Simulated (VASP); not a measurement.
Here is a VASP 6.6.1 calculation.

File POSCAR:

```
PbSe                                    
1.0
    0.0000000000      3.0519897477      3.0519897477
    3.0519897477      0.0000000000      3.0519897477
    3.0519897477      3.0519897477      0.0000000000
  Se              Pb            
     1     1
Direct
     0.5000000000000000    0.5000000000000000    0.5000000000000000
     0.0000000000000000    0.0000000000000000    0.0000000000000000
```

Contents of INCAR.step1:

```
SYSTEM = PbSe
PREC = Accurate
ENCUT = 520
EDIFF = 1E-5
ISMEAR = 0
SIGMA = 0.03
LREAL = .False.
LASPH = .True.
NELM = 80
ALGO = Normal
ISIF = 2
LWAVE = .True.
LCHARG = .False.
LNONCOLLINEAR = .True.
MAGMOM = 0 0 0 0 0 0
LORBIT = 11
LSORBIT = .True.
GGA_COMPAT = .False.
NBANDS = 34
GGA = PE
```

INCAR.step2

```
SYSTEM = PbSe
PREC = Accurate
ENCUT = 520
EDIFF = 1E-6
ISMEAR = 0
SIGMA = 0.03
LREAL = .False.
LASPH = .True.
NELM = 80
ALGO = Normal
ISIF = 2
LWAVE = .False.
LCHARG = .False.
LNONCOLLINEAR = .True.
MAGMOM = 0 0 0 0 0 0
LORBIT = 11
LSORBIT = .True.
GGA_COMPAT = .False.
GGA = PE
LHFCALC = .True.
HFSCREEN = 0.2
PRECFOCK = Fast
NBANDS = 34
ISTART = 1
```

File KPOINTS:

```
regular mesh
0
Gamma
  4 4 4
  0 0 0
```

The input KPOINTS_OPT:

```
explicit points
9
Reciprocal
 0.0000000000  0.0000000000  0.0000000000 1
 0.3750000000  0.3750000000  0.7500000000 1
 0.5000000000  0.5000000000  0.5000000000 1
 0.6250000000  0.2500000000  0.6250000000 1
 0.5000000000  0.2500000000  0.7500000000 1
 0.5000000000  0.0000000000  0.5000000000 1
 0.4000000000  0.0000000000  0.4000000000 1
 0.4250000000  0.0000000000  0.4250000000 1
 0.4500000000  0.0000000000  0.4500000000 1
```

Potentials or basis: VASP PAW PBE potentials, release 64 (Se, Pb_d).

Launch:

```console
$ cat potpaw_PBE.64/Se/POTCAR potpaw_PBE.64/Pb_d/POTCAR > POTCAR
$ cp INCAR.step1 INCAR
$ mpirun -np 1 vasp_ncl > vasp.out
$ cp INCAR.step2 INCAR
$ mpirun -np 1 vasp_ncl > vasp.out
```

(1) Estimate the pressure.

Results:

(1) 1.5 GPa.

Caveat: the k mesh is coarse (spacing up to 0.45 Å⁻¹), so the values aren't converged, least of all with exact exchange; the PAW data sets were made with another functional, which shifts forces and pressure a little.
